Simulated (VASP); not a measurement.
## CaF2: electric field gradients with PBE

The system is CaF2.

```
Ca F
1.0
     0.00000    2.73125    2.73125
     2.73125    0.00000    2.73125
     2.73125    2.73125    0.00000
Ca F
1 2
Direct
  0.00000 0.00000 0.00000
  0.25000 0.25000 0.25000
  0.75000 0.75000 0.75000
```

```
Program                : VASP 6.6.1
Task                   : electric field gradients
Functional             : PBE
Potentials or basis    : VASP PAW PBE potentials, release 64 (Ca_sv, F)
Cutoff                 : 520 eV
k mesh                 : 10 × 10 × 10
Occupations            : fermi-dirac, width 0.03 eV
Spin                   : no spin polarisation
Dipole correction      : no
Further INCAR settings : ALGO = Normal; EDIFF = 1e-08; NBANDS = 19
```

```json
{
  "Pressure": "2.5 GPa",
  "Band gap on the k mesh": "7.28 eV, indirect (least direct gap 7.53 eV)"
}
```

Levels at points of the mesh, in eV from the valence-band top:
| k point | band 9 | band 10 | band 11 | band 12 | band 13 | band 14 | band 15 | band 16 |
| --- | --- | --- | --- | --- | --- | --- | --- | --- |
| (0.00, 0.00, 0.00) | -2.11 | -0.26 | -0.26 | -0.26 | 7.28 | 9.16 | 9.16 | 11.22 |
| (0.50, 0.00, 0.00) | -1.29 | -1.24 | -0.84 | -0.84 | 9.38 | 9.38 | 9.74 | 10.73 |
| (0.50, 0.50, 0.00) | -1.65 | -0.37 | -0.37 | 0.00 | 8.11 | 9.51 | 10.08 | 10.86 |

Electric field gradients, principal values (V/Å²):
| atom | Vxx | Vyy | Vzz |
| --- | --- | --- | --- |
| 1 Ca | 0.000 | 0.000 | -0.001 |
| 2 F | 0.002 | 0.002 | -0.004 |
| 3 F | 0.002 | 0.002 | -0.004 |

Run time: 20 s on 1 thread of Intel(R) Xeon(R) 6975P-C (Granite Rapids), with other jobs on the host, peak memory 0.18 GiB.

A k mesh can miss the band edges. PBE gaps usually lie below the measured ones, often by a third to a half.
